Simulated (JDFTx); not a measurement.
Crystal: BaTiO3.

```
Ba Ti O
1.0
     3.99980    0.00000    0.00000
     0.00000    3.99980    0.00000
     0.00000    0.00000    4.01800
Ba Ti O
1 1 3
Direct
  0.00000 0.00000 0.00000
  0.50000 0.50000 0.49000
  0.00000 0.50000 0.51700
  0.50000 0.00000 0.51700
  0.50000 0.50000 0.01900
```

```yaml
Program: JDFTx 1.7.0 (patched build)
Task: single point
Functional: PBEsol
Potentials_or_basis: PseudoDojo-SR-PBEsol-0.4.1-standard with smoothed tails
Cutoff: 1143 eV
Density_cutoff: 9143 eV
k_mesh: 7 × 7 × 7
Occupations: fermi-dirac, width 0.05 eV
Spin: no spin polarisation
```

On this cell: pressure -3.5 GPa; largest force 0.366 eV/Å; band gap on the k mesh 1.88 eV, indirect (least direct gap 2.06 eV).

The same run follows on a disturbed copy (atoms moved at random, drawn with an rms of 0.05 Å):

```xyz
5
Lattice="3.9998 0.0000 0.0000 0.0000 3.9998 0.0000 0.0000 0.0000 4.0180" Properties=species:S:1:pos:R:3 pbc="T T T"
Ba   -0.0396    0.0615   -0.0156
Ti    1.9874    2.0013    1.9824
O    -0.0148    2.0017    2.0594
O     2.0536    0.0018    2.0959
O     2.0258    1.9721    0.0990
```

Q: What changes?

A: The energy moves by +7.5 meV/atom; pressure -3.0 GPa; largest force 0.494 eV/Å; band gap on the k mesh 1.90 eV, indirect (least direct gap 2.07 eV).

Forces in eV/Å, atoms in the order of the input:
```
Ba   0.238 -0.377  0.213
Ti   0.010  0.167 -0.318
O    0.437  0.053  0.070
O   -0.411 -0.046 -0.117
O   -0.274  0.202  0.153
```

Stress tensor (GPa, compression positive):
```
-3.24 -0.20  0.45
-0.20 -3.63 -0.19
 0.45 -0.19 -2.23
```

Caveats: this release of the barium file is off; spin-orbit coupling is left out, which moves the levels of the heavy elements; an odd mesh through Γ misses points on the zone boundary, where band edges often lie.
